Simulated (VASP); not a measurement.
# BaTiO3 (P4mm) in VASP: notebook

The runs below take BaTiO3 through single point, with PBE.

Everything below comes from runs of VASP 6.6.1. Logs are shortened: lines on timing, memory, paths and dates and some standing lists are left out, and cuts for length are marked.

### Step 1. Starting point

The structure is tetragonal, space group P4mm (No. 99). Conventional cell: a = 4.000 Å, b = 4.000 Å, c = 4.018 Å, α = 90.00°, β = 90.00°, γ = 90.00°. Ba (site symmetry 4mm) has 12 O at 2.79 to 2.88 Å as nearest neighbours. Ti (site symmetry 4mm) is surrounded by 6 O at 1.89 to 2.13 Å. Around O (site symmetry 2mm) lie 2 Ti at 2.00 Å. O (site symmetry 4mm) has 2 Ti at 1.89 to 2.13 Å as nearest neighbours.

### Step 2. Single point, PBE

Input file INCAR:

```
  ADDGRID = False
  ALGO = Normal
  EDIFF = 1E-7
  ENCUT = 400
  GGA = PE
  ISIF = 2
  ISMEAR = 0
  LASPH = True
  LCHARG = False
  LREAL = False
  LWAVE = False
  NELM = 100
  PREC = Accurate
  SIGMA = 0.05
```

Input file KPOINTS:

```
k-points
0
Gamma
  5 5 5
```

Input file POSCAR:

```
BaTiO3
1.0
    3.9998000000      0.0000000000      0.0000000000
    0.0000000000      3.9998000000      0.0000000000
    0.0000000000      0.0000000000      4.0180000000
Ba Ti O
1 1 3
Direct
    0.0000000000      0.0000000000      0.0000000000
    0.5000000000      0.5000000000      0.4900000000
    0.0000000000      0.5000000000      0.5170000000
    0.5000000000      0.0000000000      0.5170000000
    0.5000000000      0.5000000000      0.0190000000
```

Potentials or basis: VASP PAW PBE potentials, release 64 (Ba_sv, Ti_sv, O).

Launch:

```bash
$ cat potpaw_PBE.64/Ba_sv/POTCAR potpaw_PBE.64/Ti_sv/POTCAR potpaw_PBE.64/O/POTCAR > POTCAR
$ mpirun -np 1 vasp_std > vasp.out
```

OUTCAR:

```text
EDIFF = 1E-7
   ENCUT = 400
   GGA = PE
   ISIF = 2
   ISMEAR = 0
   LASPH = True
   LREAL = False
   NELM = 100
   PREC = Accurate

 Found     18 irreducible k-points:

 Following reciprocal coordinates:
            Coordinates               Weight
  0.000000  0.000000  0.000000      1.000000
  0.200000  0.000000  0.000000      4.000000
  0.400000  0.000000  0.000000      4.000000
  0.200000  0.200000  0.000000      4.000000
  0.400000  0.200000  0.000000      8.000000
  0.400000  0.400000  0.000000      4.000000
   k-points           NKPTS =     18   k-points in BZ     NKDIM =     18   number of bands    NBANDS=     24
   number of dos      NEDOS =    301   number of ions     NIONS =      5
   total plane-waves  NPLWV =  21952
   dimension x,y,z NGX =    28 NGY =   28 NGZ =   28
   dimension x,y,z NGXF=    56 NGYF=   56 NGZF=   56
   ions per type =               1   1   3
   NGX,Y,Z   is equivalent  to a cutoff of  11.64, 11.64, 11.59 a.u.
   NGXF,Y,Z  is equivalent  to a cutoff of  23.28, 23.28, 23.17 a.u.
 SYSTEM =  unknown system
   PREC   = accura    normal or accurate (medium, high low for compatibility)
   ISTART =      0    job   : 0-new  1-cont  2-samecut
   ICHARG =      2    charge: 1-file 2-atom 10-const
   ISPIN  =      1    spin polarized calculation?
   LNONCOLLINEAR =      F non collinear calculations
   LSORBIT =      F    spin-orbit coupling
   LASPH  =      T    aspherical Exc in radial PAW
   ENCUT  =  400.0 eV  29.40 Ry    5.42 a.u.   6.52  6.52  6.55*2*pi/ulx,y,z
   NELM   =    100;   NELMIN=  2; NELMDL= -5     # of ELM steps
   EDIFF  = 0.1E-06   stopping-criterion for ELM
   LREAL  =      F    real-space projection
   EDIFFG = 0.1E-05   stopping-criterion for IOM
   NSW    =      0    number of steps for IOM
   IBRION =     -1    ionic relax: 0-MD 1-quasi-New 2-CG
   NFREE  =      0    steps in history (QN), initial steepest desc. (CG)
   ISIF   =      2    stress and relaxation
   ISYM   =      2    0-nonsym 1-usesym 2-fastsym
   POTIM  = 0.5000    time-step for ionic-motion
   TEBEG  =    0.0;   TEEND  =   0.0 temperature during run
   PSTRESS=    0.0 pullay stress
   NELECT =      40.0000    total number of electrons
   NUPDOWN=      -1.0000    fix difference up-down
   EMIN   =  10.00;   EMAX   =-10.00  energy-range for DOS
   EFERMI =   0.00;   METHOD = LEGACY
   ISMEAR =     0;   SIGMA  =   0.05  broadening in eV -4-tet -1-fermi 0-gaus
   EFERMI_NEDOS =   21; number of points for ismear=-14 and -15
   IALGO  =     38    algorithm
   IMIX   =      4    mixing-type and parameters
     AMIX     =   0.40;   BMIX     =  1.00
     AMIX_MAG =   1.60;   BMIX_MAG =  1.00
  volume/ion in A,a.u.               =      12.86        86.76
  Fermi-wavevector in a.u.,A,eV,Ry     =   1.397653  2.641181 26.578078  1.953434
  Thomas-Fermi vector in A             =   2.520888
   LORBIT       =      0    0 simple, 1 ext, 2 COOP (PROOUT), +10 PAW based schemes
   GGA     = PE    functional components
   LHFCALC =     F    Hartree Fock is set to
   AEXX    =    0.0000 exact exchange contribution
   IVDW    =     0    specifies the selected vdW correction
   LEPSILON=     F    determine dielectric tensor
   LRPA    =     F    only Hartree local field effects (RPA)
 non-spin polarized calculation
 Gauss-broadening in eV      SIGMA  =   0.05
  energy-cutoff  :      400.00
  volume of cell :       64.28
 maximum number of plane-waves:      1189
 NGX is ok and might be reduce to    28
   NGX = 13   NGY = 13   NGZ = 13

 number of electron      40.0000030 magnetization

 Free energy of the ion-electron system (eV)
  ---------------------------------------------------
  ext. energy  EPLUGINS =         0.00000000
  ---------------------------------------------------
  free energy    TOTEN  =       -40.02787053 eV

  energy without entropy =      -40.02787053  energy(sigma->0) =      -40.02787053

 E-fermi :   4.0545     XC(G=0): -11.2403

 val. band max:        3.6798576974   @ k =   0.4000   0.4000   0.4000
 cond. band min:       5.6134456687   @ k =   0.0000   0.0000   0.0000
 fundamental gap:      1.9335879713
 Fermi energy:         4.0544576038

 k-point     1 :       0.0000    0.0000    0.0000
  band No.  band energies     occupation
      1     -52.7553      2.00000
      2     -29.0049      2.00000
      3     -28.9759      2.00000
      4     -28.9759      2.00000
      5     -21.0126      2.00000
      6     -13.0775      2.00000
[... 16 lines left out ...]
     23       5.8298      0.00000
     24       7.8008      0.00000

 k-point     2 :       0.2000    0.0000    0.0000
  band No.  band energies     occupation
      1     -52.7546      2.00000
      2     -29.0042      2.00000
      3     -28.9940      2.00000
      4     -28.9752      2.00000
      5     -20.9720      2.00000
      6     -13.1218      2.00000
[... 16 lines left out ...]
     23       6.3357      0.00000
     24       7.8733      0.00000

 k-point     3 :       0.4000    0.0000    0.0000
  band No.  band energies     occupation
      1     -52.7541      2.00000
      2     -29.0234      2.00000
      3     -29.0030      2.00000
      4     -28.9741      2.00000
      5     -20.9048      2.00000
      6     -13.2831      2.00000
[... 16 lines left out ...]
     23       7.2101      0.00000
     24       7.8660      0.00000

 k-point     4 :       0.2000    0.2000    0.0000
  band No.  band energies     occupation
      1     -52.7543      2.00000
      2     -29.0035      2.00000
      3     -28.9935      2.00000
      4     -28.9929      2.00000
      5     -20.9363      2.00000
      6     -13.0849      2.00000
[... 16 lines left out ...]
     23       6.6133      0.00000
     24       8.2910      0.00000

 k-point     5 :       0.4000    0.2000    0.0000
  band No.  band energies     occupation
      1     -52.7535      2.00000
      2     -29.0222      2.00000
      3     -29.0023      2.00000
      4     -28.9918      2.00000
      5     -20.8771      2.00000
      6     -13.1284      2.00000
[... 16 lines left out ...]
     23       7.2804      0.00000
     24       8.3592      0.00000

 k-point     6 :       0.4000    0.4000    0.0000
  band No.  band energies     occupation
      1     -52.7529      2.00000
      2     -29.0206      2.00000
      3     -29.0203      2.00000
      4     -29.0012      2.00000
      5     -20.8315      2.00000
      6     -12.8756      2.00000
[... 16 lines left out ...]
     23       7.6113      0.00000
     24       8.5353      0.00000

 [... further k-points ...]

------------------------ aborting loop because EDIFF is reached ----------------------------------------

  FORCE on cell =-STRESS in cart. coord.  units (eV):
  Direction    XX          YY          ZZ          XY          YZ          ZX
  --------------------------------------------------------------------------------------
  -------------------------------------------------------------------------------------
  Total       -0.3675617     -0.3675617      0.0385170      0.0000000      0.0000000      0.0000000
  in kB       -9.1612415     -9.1612415      0.9600113      0.0000000      0.0000000      0.0000000
  external PRESSURE =      -5.7874906 kB  Pullay stress =       0.0000000 kB

 VOLUME and BASIS-vectors are now :
 -----------------------------------------------------------------------------
  energy-cutoff  :      400.00
  volume of cell :       64.28
      direct lattice vectors                 reciprocal lattice vectors
     3.999800000  0.000000000  0.000000000     0.250012501  0.000000000  0.000000000
     0.000000000  3.999800000  0.000000000     0.000000000  0.250012501  0.000000000
     0.000000000  0.000000000  4.018000000     0.000000000  0.000000000  0.248880040

 POSITION                                       TOTAL-FORCE (eV/Angst)
 -----------------------------------------------------------------------------------
      0.00000      0.00000      0.00000         0.000000     -0.000000      0.073828
      1.99990      1.99990      1.96882         0.000000      0.000000     -0.145087
      0.00000      1.99990      2.07731         0.000000     -0.000000     -0.111257
      1.99990      0.00000      2.07731         0.000000     -0.000000     -0.111257
      1.99990      1.99990      0.07634         0.000000      0.000000      0.293773
 -----------------------------------------------------------------------------------
    total drift:                                0.000000      0.000000      0.000105

  FREE ENERGIE OF THE ION-ELECTRON SYSTEM (eV)
  ---------------------------------------------------
  free  energy   TOTEN  =       -40.0278705273 eV

  energy  without entropy=      -40.0278705273  energy(sigma->0) =      -40.02787053
```

Run time: 47 s. Hardware: 1 thread of Intel Xeon Platinum 8175M at 2.50GHz (Skylake/Cascade Lake), shared host; peak memory 0.16 GiB.

The run converged, but some of its settings lie outside the range that counts as converged, so its numbers aren't taken as properties of the crystal.

Results:

- Free energy: -40.0279 eV
- Largest force: 0.294 eV/Å
- Band gap on the k mesh: 1.93 eV, indirect (least direct gap 2.06 eV)

Caveat: the cutoff is under 1.25 times the usual one of these potentials, so pressure, stress and relaxed cells hold a basis-set (Pulay) error; spin-orbit coupling is left out, which moves the levels of the heavy elements; an odd mesh through Γ misses points on the zone boundary, where band edges often lie.

### Step 3. Single point, PBE

Changes to INCAR since step 2:

```diff
@@ -3,3 +3,3 @@
   EDIFF = 1E-7
-  ENCUT = 400
+  ENCUT = 460
   GGA = PE
```

KPOINTS is that of step 2.

POSCAR is that of step 2.

Potentials or basis: VASP PAW PBE potentials, release 64 (Ba_sv, Ti_sv, O).

Launch:

```bash
$ cat potpaw_PBE.64/Ba_sv/POTCAR potpaw_PBE.64/Ti_sv/POTCAR potpaw_PBE.64/O/POTCAR > POTCAR
$ mpirun -np 1 vasp_std > vasp.out
```

Wall time 39 s (1 thread of Intel Xeon Platinum 8175M at 2.50GHz (Skylake/Cascade Lake), shared host); peak memory 0.17 GiB.

These settings aren't checked as converged: the numbers below hold their error.

What came out:

```
Free energy            : -39.9891 eV
Pressure               : 3.4 GPa
Largest force          : 0.280 eV/Å
Band gap on the k mesh : 1.93 eV, indirect (least direct gap 2.06 eV)
```

Caveat: the cutoff is under 1.25 times the usual one of these potentials, so pressure, stress and relaxed cells hold a basis-set (Pulay) error; spin-orbit coupling is left out, which moves the levels of the heavy elements; an odd mesh through Γ misses points on the zone boundary, where band edges often lie.

### Step 4. Single point, PBE

Changes to INCAR since step 3:

```diff
@@ -13,2 +13,2 @@
   PREC = Accurate
-  SIGMA = 0.05
+  SIGMA = 0.2
```

KPOINTS is that of step 3.

POSCAR is that of step 3.

Potentials or basis: VASP PAW PBE potentials, release 64 (Ba_sv, Ti_sv, O).

Launch:

```bash
$ cat potpaw_PBE.64/Ba_sv/POTCAR potpaw_PBE.64/Ti_sv/POTCAR potpaw_PBE.64/O/POTCAR > POTCAR
$ mpirun -np 1 vasp_std > vasp.out
```

OUTCAR:

```text
EDIFF = 1E-7
   ENCUT = 460
   GGA = PE
   ISIF = 2
   ISMEAR = 0
   LASPH = True
   LREAL = False
   NELM = 100
   PREC = Accurate

 Found     18 irreducible k-points:

 Following reciprocal coordinates:
            Coordinates               Weight
  0.000000  0.000000  0.000000      1.000000
  0.200000  0.000000  0.000000      4.000000
  0.400000  0.000000  0.000000      4.000000
  0.200000  0.200000  0.000000      4.000000
  0.400000  0.200000  0.000000      8.000000
  0.400000  0.400000  0.000000      4.000000
   k-points           NKPTS =     18   k-points in BZ     NKDIM =     18   number of bands    NBANDS=     24
   number of dos      NEDOS =    301   number of ions     NIONS =      5
   total plane-waves  NPLWV =  21952
   dimension x,y,z NGX =    28 NGY =   28 NGZ =   28
   dimension x,y,z NGXF=    56 NGYF=   56 NGZF=   56
   ions per type =               1   1   3
   NGX,Y,Z   is equivalent  to a cutoff of  11.64, 11.64, 11.59 a.u.
   NGXF,Y,Z  is equivalent  to a cutoff of  23.28, 23.28, 23.17 a.u.
 SYSTEM =  unknown system
   PREC   = accura    normal or accurate (medium, high low for compatibility)
   ISTART =      0    job   : 0-new  1-cont  2-samecut
[... 60 lines left out ...]
 cond. band min:       5.6165616931   @ k =   0.0000   0.0000   0.0000
 fundamental gap:      1.9300666814
 Fermi energy:         4.7297464111

 k-point     1 :       0.0000    0.0000    0.0000
  band No.  band energies     occupation
      1     -52.7564      2.00000
      2     -28.9985      2.00000
      3     -28.9691      2.00000
      4     -28.9691      2.00000
      5     -21.0131      2.00000
      6     -13.0732      2.00000
[... 151 lines left out ...]
     23       7.6151      0.00000
     24       8.5394      0.00000

 [... further k-points ...]

------------------------ aborting loop because EDIFF is reached ----------------------------------------

  FORCE on cell =-STRESS in cart. coord.  units (eV):
  Direction    XX          YY          ZZ          XY          YZ          ZX
  --------------------------------------------------------------------------------------
  -------------------------------------------------------------------------------------
  Total        1.2453944      1.2453944      1.6298833      0.0000000      0.0000000      0.0000000
  in kB       31.0406631     31.0406631     40.6238052      0.0000000      0.0000000      0.0000000
  external PRESSURE =      34.2350438 kB  Pullay stress =       0.0000000 kB

 VOLUME and BASIS-vectors are now :
 -----------------------------------------------------------------------------
  energy-cutoff  :      460.00
  volume of cell :       64.28
      direct lattice vectors                 reciprocal lattice vectors
     3.999800000  0.000000000  0.000000000     0.250012501  0.000000000  0.000000000
     0.000000000  3.999800000  0.000000000     0.000000000  0.250012501  0.000000000
     0.000000000  0.000000000  4.018000000     0.000000000  0.000000000  0.248880040

 POSITION                                       TOTAL-FORCE (eV/Angst)
 -----------------------------------------------------------------------------------
      0.00000      0.00000      0.00000         0.000000     -0.000000      0.074663
      1.99990      1.99990      1.96882         0.000000      0.000000     -0.132626
      0.00000      1.99990      2.07731         0.000000      0.000000     -0.110888
      1.99990      0.00000      2.07731         0.000000     -0.000000     -0.110888
      1.99990      1.99990      0.07634         0.000000     -0.000000      0.279738
 -----------------------------------------------------------------------------------
    total drift:                                0.000000      0.000000      0.000233

  FREE ENERGIE OF THE ION-ELECTRON SYSTEM (eV)
  ---------------------------------------------------
  free  energy   TOTEN  =       -39.9890514175 eV

  energy  without entropy=      -39.9890514175  energy(sigma->0) =      -39.98905142
```

Run time: 39 s. Hardware: 1 thread of Intel Xeon Platinum 8175M at 2.50GHz (Skylake/Cascade Lake), shared host; peak memory 0.17 GiB.

These settings aren't checked as converged: the numbers below hold their error.

Results:

* Free energy: -39.9891 eV
* Pressure: 3.4 GPa
* Largest force: 0.280 eV/Å
* Band gap on the k mesh: 1.93 eV, indirect (least direct gap 2.06 eV)

Caveat: the cutoff is under 1.25 times the usual one of these potentials, so pressure, stress and relaxed cells hold a basis-set (Pulay) error; spin-orbit coupling is left out, which moves the levels of the heavy elements; an odd mesh through Γ misses points on the zone boundary, where band edges often lie.

### Step 5. Single point, PBE

Changes to INCAR since step 4:

```diff
@@ -13,2 +13,2 @@
   PREC = Accurate
-  SIGMA = 0.2
+  SIGMA = 0.01
```

KPOINTS is that of step 4.

POSCAR is that of step 4.

Launch:

```bash
$ cat potpaw_PBE.64/Ba_sv/POTCAR potpaw_PBE.64/Ti_sv/POTCAR potpaw_PBE.64/O/POTCAR > POTCAR
$ mpirun -np 1 vasp_std > vasp.out
```

It took 48 s on 1 thread of Intel Xeon Platinum 8175M at 2.50GHz (Skylake/Cascade Lake), shared host; peak memory 0.17 GiB.

The run converged, but some of its settings lie outside the range that counts as converged, so its numbers aren't taken as properties of the crystal.

What came out:

```
Free energy            : -39.9891 eV
Pressure               : 3.4 GPa
Largest force          : 0.280 eV/Å
Band gap on the k mesh : 1.93 eV, indirect (least direct gap 2.06 eV)
```

Caveat: the cutoff is under 1.25 times the usual one of these potentials, so pressure, stress and relaxed cells hold a basis-set (Pulay) error; spin-orbit coupling is left out, which moves the levels of the heavy elements; an odd mesh through Γ misses points on the zone boundary, where band edges often lie.

### Step 6. The reference run

An earlier run on the cell as given: functional PBEsol; potentials or basis VASP PAW PBE potentials, release 64 (Ba_sv, Ti_sv, O); cutoff 520 eV; k mesh 7 × 7 × 7; occupations fermi-dirac, width 0.05 eV; no spin polarisation.

- Pressure: -2.0 GPa
- Largest force: 0.323 eV/Å
- Band gap on the k mesh: 1.82 eV, indirect (least direct gap 2.02 eV)
